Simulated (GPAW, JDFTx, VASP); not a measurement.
# Si: 3 runs at one level of theory

```
Si
1.0
     0.00000    2.72185    2.72185
     2.72185    0.00000    2.72185
     2.72185    2.72185    0.00000
Si
2
Direct
  0.50000 0.50000 0.50000
  0.75000 0.75000 0.75000
```

Alike in all runs: task band structure; functional r2SCAN; k mesh 8 × 8 × 8; occupations fermi-dirac, width 0.05 eV; no spin polarisation; no spin-orbit coupling. Pressure is positive in compression and, in plane waves, holds the error of the finite cutoff. Gaps are the smaller of the mesh's and the band path's.

| program and potentials | plane-wave cutoff (eV) | notes | band gap (eV) | pressure (GPa) |
| --- | --- | --- | --- | --- |
| VASP, PBE PAW files Si, 520 eV | 520 | potentials made for PBE | 0.80 | -0.20 |
| GPAW, GPAW PAW data sets (gpaw-data 1.2.1) | 600 | potentials made for PBE | 0.78 | 0.31 |
| JDFTx, SG15-PBE-1.2 | 1088 | potentials made for PBE | 0.72 | - |

The band gap spans 0.72 (JDFTx, SG15-PBE-1.2) to 0.80 eV (VASP, PBE PAW files Si, 520 eV). The pressure spans -0.20 (VASP, PBE PAW files Si, 520 eV) to 0.31 GPa (GPAW, GPAW PAW data sets (gpaw-data 1.2.1)). The paths' points differ, which is worth about 0.01 eV.

Differences between rows come from potentials, basis sets and numerical settings, since the functional is the same but for its coding. Runs on potential files found faulty are left out.

All three runs describe silicon as a semiconductor with a gap of 0.72 to 0.80 eV, clearly below the measured fundamental gap. The gap separates bonding states of mainly p character at the valence-band top from antibonding states near the zone boundary. A semilocal functional, even one that depends on the kinetic-energy density, lacks most of the nonlocal exchange and the derivative discontinuity needed to place these two sets of states correctly, so the shortfall belongs to the functional rather than to any one program.

The two PAW results lie close together and the norm-conserving one is lower, possibly because the kinetic-energy density near the nucleus is treated differently. The pressures are small against silicon's stiffness, which comes from its directional covalent network. The cell is therefore probably close to equilibrium for this functional, but their opposite signs leave open whether it would expand or contract. The gaps alone do not show which band edge moves between the runs.
